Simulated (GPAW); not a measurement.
Crystal: LiCl.

```
Cl Li
1.0
     0.00000    2.56477    2.56477
     2.56477    0.00000    2.56477
     2.56477    2.56477    0.00000
Cl Li
1 1
Cartesian
  2.5648 2.5648 2.5648
  0.0000 0.0000 0.0000
```

* Program: GPAW 26.7.0
* Task: relaxation of cell and atoms
* Functional: RPBE
* Potentials or basis: the program's PAW data sets (release 1.2.1) made for this functional
* Cutoff: 800 eV
* Basis: pw
* k mesh: 9 × 9 × 9
* Occupations: fermi-dirac, width 0.05 eV
* Spin: no spin polarisation

At the start: pressure 2.3 GPa; volume 16.87 Å³/atom.

Problem. How do energy, volume and symmetry change on relaxing?

Solution. Over 3 steps the energy falls by 8.5 meV/atom and the volume is 18.00 Å³/atom (+6.7 %); space group Fm-3m (No. 225, to 0.05 Å).

Step by step:
```tsv
step	energy change (eV)	largest force (eV/Å)	pressure (GPa)	volume (Å³)
1	0.0000	0.0000	2.34	33.74
2	-0.0025	0.0000	2.14	33.92
3	-0.0170	0.0000	0.15	36.00
```

Final structure:
```cif
data_structure
_symmetry_space_group_name_H-M 'P 1'
_symmetry_Int_Tables_number 1
_cell_length_a 3.7063
_cell_length_b 3.7063
_cell_length_c 3.7063
_cell_angle_alpha 60.000
_cell_angle_beta 60.000
_cell_angle_gamma 60.000
_cell_volume 36.00
loop_
_atom_site_label
_atom_site_type_symbol
_atom_site_fract_x
_atom_site_fract_y
_atom_site_fract_z
_atom_site_occupancy
Cl1 Cl 0.50000 0.50000 0.50000 1
Li1 Li 0.00000 0.00000 0.00000 1
```

Caveat: later steps reuse the first step's grids.
